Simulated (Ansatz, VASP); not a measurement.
**One calculation of Fe2O, two programs**

```xyz
6
Lattice="4.2715 0.0000 0.0000 0.0000 4.2715 0.0000 0.0000 0.0000 4.2715" Properties=species:S:1:pos:R:3 pbc="T T T"
Fe    1.0679    1.0679    1.0679
Fe    1.0679    3.2036    3.2036
Fe    3.2036    3.2036    1.0679
Fe    3.2036    1.0679    3.2036
O     0.0000    0.0000    0.0000
O     2.1358    2.1358    2.1358
```

Change from the starting cell: species swapped into the Ag2O type (Pn-3m, No. 224).

Alike in both runs: functional PBE; k mesh 10 × 10 × 10; occupations gaussian, width 0.1 eV; collinear spin.

Ansatz relaxed the structure, and its values are those at the end. VASP's run is a single point on that final structure, the one shown.

|  | VASP | Ansatz |
| --- | --- | --- |
| version | VASP 6.6.1 | Ansatz 0.2.0 |
| potentials or method | VASP PAW PBE potentials, release 64 (Fe, O) | scalar-relativistic, plane waves, PAW |
| plane-wave cutoff (eV) | 520 | 420 |
| valence electrons in the cell | 44 | 76 |

Ansatz gave:

```
gap on the k mesh at the Fermi level (eV)                     : none
pressure (GPa)                                                : 0.0
net moment per atom (μB)                                      : 1.99
size of the moment on the site where the two differ most (μB) : 2.65
```

Question: What did VASP give for the same quantities?

Answer: gap on the k mesh at the Fermi level (eV): none; pressure (GPa): 1.1; net moment per atom (μB): 1.99; size of the moment on the site where the two differ most (μB): 2.96.

Site moments also hang on the region over which each program counts them. A gap of «none» marks a metal or a gap that the smearing closes. The two sets of potentials don't hold the same shells in valence.

Caveats: semilocal functionals often make such compounds metallic where correlation or magnetic order opens a gap, which also shifts bond lengths.
